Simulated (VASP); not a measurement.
# Cu (Fm-3m) in VASP: a series of runs

The runs below take Cu through single point, with PBE.

Program: VASP 6.6.1. These are calculated values, not measurements. Logs are shortened: lines on timing, memory, paths and dates and some standing lists are left out, and cuts for length are marked.

### Step 1. The crystal as given

Symmetry: Fm-3m, No. 225, cubic system. Conventional cell: a = 3.615 Å, b = 3.615 Å, c = 3.615 Å, α = 90.00°, β = 90.00°, γ = 90.00°. Around Cu (site symmetry m-3m) lie 12 Cu at 2.56 Å.

### Step 2. Single point, PBE

Input file INCAR:

```
SYSTEM = Cu
  PREC = Accurate
  ENCUT = 460
  EDIFF = 1E-7
  ISMEAR = 1
  SIGMA = 0.02
  LREAL = .False.
  LASPH = .True.
  NELM = 100
  ALGO = Normal
  ISIF = 2
  LWAVE = .False.
  LCHARG = .False.
  GGA = PE
  NBANDS = 12
  ADDGRID = .False.
```

Input file KPOINTS:

```
regular mesh
0
Gamma
  16 16 16
  0 0 0
```

Input file POSCAR:

```
Cu
1.0
    0.0000000000      1.8075000000      1.8075000000
    1.8075000000      0.0000000000      1.8075000000
    1.8075000000      1.8075000000      0.0000000000
Cu
1
Direct
    0.0000000000      0.0000000000      0.0000000000
```

Potentials or basis: VASP PAW PBE potentials, release 64 (Cu).

Launch:

```
> cat potpaw_PBE.64/Cu/POTCAR > POTCAR
> mpirun -np 1 vasp_std > vasp.out
```

OUTCAR:

```text
SYSTEM = Cu
   PREC = Accurate
   ENCUT = 460
   EDIFF = 1E-7
   ISMEAR = 1
   LREAL = .False.
   LASPH = .True.
   NELM = 100
   ISIF = 2
   GGA = PE

 Found    145 irreducible k-points:

 Following reciprocal coordinates:
            Coordinates               Weight
  0.000000  0.000000  0.000000      1.000000
  0.062500  0.000000  0.000000      8.000000
  0.125000  0.000000  0.000000      8.000000
  0.187500  0.000000  0.000000      8.000000
  0.250000  0.000000  0.000000      8.000000
  0.312500  0.000000  0.000000      8.000000
   k-points           NKPTS =    145   k-points in BZ     NKDIM =    145   number of bands    NBANDS=     12
   number of dos      NEDOS =    301   number of ions     NIONS =      1
   total plane-waves  NPLWV =   5832
   dimension x,y,z NGX =    18 NGY =   18 NGZ =   18
   dimension x,y,z NGXF=    36 NGYF=   36 NGZF=   36
   ions per type =               1
   NGX,Y,Z   is equivalent  to a cutoff of  11.71, 11.71, 11.71 a.u.
   NGXF,Y,Z  is equivalent  to a cutoff of  23.41, 23.41, 23.41 a.u.
 SYSTEM =  Cu
   PREC   = accura    normal or accurate (medium, high low for compatibility)
   ISTART =      0    job   : 0-new  1-cont  2-samecut
   ICHARG =      2    charge: 1-file 2-atom 10-const
   ISPIN  =      1    spin polarized calculation?
   LNONCOLLINEAR =      F non collinear calculations
   LSORBIT =      F    spin-orbit coupling
   LASPH  =      T    aspherical Exc in radial PAW
   ENCUT  =  460.0 eV  33.81 Ry    5.81 a.u.   4.47  4.47  4.47*2*pi/ulx,y,z
   NELM   =    100;   NELMIN=  2; NELMDL= -5     # of ELM steps
   EDIFF  = 0.1E-06   stopping-criterion for ELM
   LREAL  =      F    real-space projection
   EDIFFG = 0.1E-05   stopping-criterion for IOM
   NSW    =      0    number of steps for IOM
   IBRION =     -1    ionic relax: 0-MD 1-quasi-New 2-CG
   NFREE  =      0    steps in history (QN), initial steepest desc. (CG)
   ISIF   =      2    stress and relaxation
   ISYM   =      2    0-nonsym 1-usesym 2-fastsym
   POTIM  = 0.5000    time-step for ionic-motion
   TEBEG  =    0.0;   TEEND  =   0.0 temperature during run
   PSTRESS=    0.0 pullay stress
   NELECT =      11.0000    total number of electrons
   NUPDOWN=      -1.0000    fix difference up-down
   EMIN   =  10.00;   EMAX   =-10.00  energy-range for DOS
   EFERMI =   0.00;   METHOD = LEGACY
   ISMEAR =     1;   SIGMA  =   0.02  broadening in eV -4-tet -1-fermi 0-gaus
   EFERMI_NEDOS =   21; number of points for ismear=-14 and -15
   IALGO  =     38    algorithm
   IMIX   =      4    mixing-type and parameters
     AMIX     =   0.40;   BMIX     =  1.00
     AMIX_MAG =   1.60;   BMIX_MAG =  1.00
  volume/ion in A,a.u.               =      11.81        79.70
  Fermi-wavevector in a.u.,A,eV,Ry     =   1.598763  3.021224 34.777078  2.556043
  Thomas-Fermi vector in A             =   2.696162
   LORBIT       =      0    0 simple, 1 ext, 2 COOP (PROOUT), +10 PAW based schemes
   GGA     = PE    functional components
   LHFCALC =     F    Hartree Fock is set to
   AEXX    =    0.0000 exact exchange contribution
   IVDW    =     0    specifies the selected vdW correction
   LEPSILON=     F    determine dielectric tensor
   LRPA    =     F    only Hartree local field effects (RPA)
 non-spin polarized calculation
 Methfessel and Paxton  Order N= 1 SIGMA  =   0.02
  energy-cutoff  :      460.00
  volume of cell :       11.81
 maximum number of plane-waves:       276
 NGX is ok and might be reduce to    18
   NGX =  9   NGY =  9   NGZ =  9

 number of electron      11.0000013 magnetization

 Free energy of the ion-electron system (eV)
  ---------------------------------------------------
  ext. energy  EPLUGINS =         0.00000000
  ---------------------------------------------------
  free energy    TOTEN  =        -3.72598156 eV

  energy without entropy =       -3.72592242  energy(sigma->0) =       -3.72596185

 E-fermi :   7.5434     XC(G=0): -12.7253

 val. band max:        7.5398327845   @ k =   0.5000   0.1875   0.0625
 cond. band min:       7.5952915344   @ k =   0.5000   0.3125   0.1250
 fundamental gap:      0.0554587499
 Fermi energy:         7.5433567881

 k-point     1 :       0.0000    0.0000    0.0000
  band No.  band energies     occupation
      1      -1.7659      2.00000
      2       4.5600      2.00000
      3       4.5600      2.00000
      4       4.5600      2.00000
      5       5.3824      2.00000
      6       5.3824      2.00000
      7      30.1809      0.00000
      8      32.8235      0.00000
      9      32.8236      0.00000
     10      32.8236      0.00000
     11      35.3159      0.00000
     12      35.3159      0.00000

 k-point     2 :       0.0625    0.0000    0.0000
  band No.  band energies     occupation
      1      -1.6236      2.00000
      2       4.5298      2.00000
      3       4.5868      2.00000
      4       4.5868      2.00000
      5       5.3714      2.00000
      6       5.3714      2.00000
      7      29.3121      0.00000
      8      31.3191      0.00000
      9      32.3790      0.00000
     10      32.3790      0.00000
     11      35.9613      0.00000
     12      35.9613      0.00000

 k-point     3 :       0.1250    0.0000    0.0000
  band No.  band energies     occupation
      1      -1.2027      2.00000
      2       4.4503      2.00000
      3       4.6532      2.00000
      4       4.6532      2.00000
      5       5.3529      2.00000
      6       5.3529      2.00000
      7      26.3940      0.00000
      8      30.8066      0.00000
      9      31.6207      0.00000
     10      31.6208      0.00000
     11      37.2090      0.00000
     12      37.2187      0.00000

 k-point     4 :       0.1875    0.0000    0.0000
  band No.  band energies     occupation
      1      -0.5251      2.00000
      2       4.3546      2.00000
      3       4.7139      2.00000
      4       4.7139      2.00000
      5       5.3687      2.00000
      6       5.3687      2.00000
      7      23.1567      0.00000
      8      30.4973      0.00000
      9      30.9383      0.00000
     10      30.9383      0.00000
     11      37.1432      0.00000
     12      37.4847      0.00000

 k-point     5 :       0.2500    0.0000    0.0000
  band No.  band energies     occupation
      1       0.3563      2.00000
      2       4.3073      2.00000
      3       4.7156      2.00000
      4       4.7156      2.00000
      5       5.4645      2.00000
      6       5.4645      2.00000
      7      20.0315      0.00000
      8      30.0593      0.00000
      9      30.4051      0.00000
     10      30.4051      0.00000
     11      36.0784      0.00000
     12      36.0784      0.00000

 k-point     6 :       0.3125    0.0000    0.0000
  band No.  band energies     occupation
      1       1.3109      2.00000
      2       4.4373      2.00000
      3       4.6627      2.00000
      4       4.6627      2.00000
      5       5.6239      2.00000
      6       5.6239      2.00000
      7      17.1107      0.00000
      8      29.5506      0.00000
      9      30.0289      0.00000
     10      30.0289      0.00000
     11      34.6908      0.00000
     12      34.6908      0.00000

 [... further k-points ...]

------------------------ aborting loop because EDIFF is reached ----------------------------------------

  FORCE on cell =-STRESS in cart. coord.  units (eV):
  Direction    XX          YY          ZZ          XY          YZ          ZX
  --------------------------------------------------------------------------------------
  -------------------------------------------------------------------------------------
  Total        0.1351302      0.1351302      0.1351302     -0.0000000      0.0000000      0.0000000
  in kB       18.3315007     18.3315007     18.3315007     -0.0000000      0.0000000      0.0000000
  external PRESSURE =      18.3315007 kB  Pullay stress =       0.0000000 kB

 VOLUME and BASIS-vectors are now :
 -----------------------------------------------------------------------------
  energy-cutoff  :      460.00
  volume of cell :       11.81
      direct lattice vectors                 reciprocal lattice vectors
     0.000000000  1.807500000  1.807500000    -0.276625173  0.276625173  0.276625173
     1.807500000  0.000000000  1.807500000     0.276625173 -0.276625173  0.276625173
     1.807500000  1.807500000  0.000000000     0.276625173  0.276625173 -0.276625173

 POSITION                                       TOTAL-FORCE (eV/Angst)
 -----------------------------------------------------------------------------------
      0.00000      0.00000      0.00000         0.000000     -0.000000      0.000000
 -----------------------------------------------------------------------------------
    total drift:                                0.000000     -0.000000      0.000000

  FREE ENERGIE OF THE ION-ELECTRON SYSTEM (eV)
  ---------------------------------------------------
  free  energy   TOTEN  =        -3.7259815638 eV

  energy  without entropy=       -3.7259224224  energy(sigma->0) =       -3.72596185
```

Wall time 10 s (1 thread of AMD EPYC 9R45 (Zen 5), shared host); peak memory 0.1 GiB.

These settings aren't checked as converged: the numbers below hold their error.

Results:

| Quantity | Value |
| --- | --- |
| Free energy | -3.7260 eV |
| Pressure | 1.8 GPa |
| Band gap on the k mesh | none (metal or under the smearing width) |

### Step 3. Single point, PBE

INCAR is that of step 2.

KPOINTS is that of step 2.

Input file POSCAR:

```
Cu
1.0
   -0.0335610000      1.7894160000      1.7776830000
    1.7981850000     -0.0227470000      1.7668690000
    1.8176490000      1.7980650000     -0.0422110000
Cu
1
Direct
    0.0167750000     -0.0332640000      0.0016970000
```

Potentials or basis: VASP PAW PBE potentials, release 64 (Cu).

Launch:

```
> cat potpaw_PBE.64/Cu/POTCAR > POTCAR
> mpirun -np 1 vasp_std > vasp.out
```

OUTCAR:

```text
SYSTEM = Cu
   PREC = Accurate
   ENCUT = 460
   EDIFF = 1E-7
   ISMEAR = 1
   LREAL = .False.
   LASPH = .True.
   NELM = 100
   ISIF = 2
   GGA = PE

 Found   2052 irreducible k-points:

 Following reciprocal coordinates:
            Coordinates               Weight
  0.000000  0.000000  0.000000      1.000000
  0.062500 -0.000000 -0.000000      2.000000
  0.125000 -0.000000 -0.000000      2.000000
  0.187500 -0.000000 -0.000000      2.000000
  0.250000 -0.000000 -0.000000      2.000000
  0.312500 -0.000000 -0.000000      2.000000
   k-points           NKPTS =   2052   k-points in BZ     NKDIM =   2052   number of bands    NBANDS=     12
   number of dos      NEDOS =    301   number of ions     NIONS =      1
   total plane-waves  NPLWV =   5832
   dimension x,y,z NGX =    18 NGY =   18 NGZ =   18
   dimension x,y,z NGXF=    36 NGYF=   36 NGZF=   36
   ions per type =               1
   NGX,Y,Z   is equivalent  to a cutoff of  11.86, 11.87, 11.70 a.u.
   NGXF,Y,Z  is equivalent  to a cutoff of  23.73, 23.74, 23.41 a.u.
 SYSTEM =  Cu
   PREC   = accura    normal or accurate (medium, high low for compatibility)
   ISTART =      0    job   : 0-new  1-cont  2-samecut
   ICHARG =      2    charge: 1-file 2-atom 10-const
   ISPIN  =      1    spin polarized calculation?
   LNONCOLLINEAR =      F non collinear calculations
   LSORBIT =      F    spin-orbit coupling
[... 68 lines left out ...]
      7      30.0386      0.00000
      8      32.1017      0.00000
      9      32.6982      0.00000
     10      33.8700      0.00000
     11      34.6769      0.00000
     12      35.1717      0.00000
[... 61 lines left out ...]
 k-point     6 :       0.3125   -0.0000   -0.0000
  band No.  band energies     occupation
      1       1.2749      2.00000
      2       4.4141      2.00000
      3       4.5897      2.00000
      4       4.7396      2.00000
      5       5.6073      2.00000
      6       5.6546      2.00000
      7      16.9033      0.00000
      8      29.3895      0.00000
      9      30.1999      0.00000
     10      30.5890      0.00000
     11      34.6186      0.00000
     12      35.0545      0.00000

 [... further k-points ...]

------------------------ aborting loop because EDIFF is reached ----------------------------------------

  FORCE on cell =-STRESS in cart. coord.  units (eV):
  Direction    XX          YY          ZZ          XY          YZ          ZX
  --------------------------------------------------------------------------------------
  -------------------------------------------------------------------------------------
  Total        0.1108797      0.1673987      0.1688895      0.0362192      0.1153312      0.1876412
  in kB       15.0417265     22.7089949     22.9112338      4.9134268     15.6456086     25.4550442
  external PRESSURE =      20.2206517 kB  Pullay stress =       0.0000000 kB

 VOLUME and BASIS-vectors are now :
 -----------------------------------------------------------------------------
  energy-cutoff  :      460.00
  volume of cell :       11.81
      direct lattice vectors                 reciprocal lattice vectors
    -0.033561000  1.789416000  1.777683000    -0.268914128  0.278352052  0.277263920
     1.798185000 -0.022747000  1.766869000     0.277037260 -0.273469598  0.280504747
     1.817649000  1.798065000 -0.042211000     0.271125354  0.275680674 -0.272381618

 POSITION                                       TOTAL-FORCE (eV/Angst)
 -----------------------------------------------------------------------------------
      1.74089      0.01108      1.73784         0.000000      0.000000     -0.000000
 -----------------------------------------------------------------------------------
    total drift:                                0.000079     -0.000021     -0.000039

  FREE ENERGIE OF THE ION-ELECTRON SYSTEM (eV)
  ---------------------------------------------------
  free  energy   TOTEN  =        -3.7219169292 eV

  energy  without entropy=       -3.7219223882  energy(sigma->0) =       -3.72191875
```

It took 2.2 min on 1 thread of AMD EPYC 9R45 (Zen 5), shared host; peak memory 0.3 GiB.

These settings aren't checked as converged: the numbers below hold their error.

What came out:

```yaml
Free_energy: -3.7219 eV
Pressure: 2.0 GPa
Band_gap_on_the_k_mesh: none (metal or under the smearing width)
```
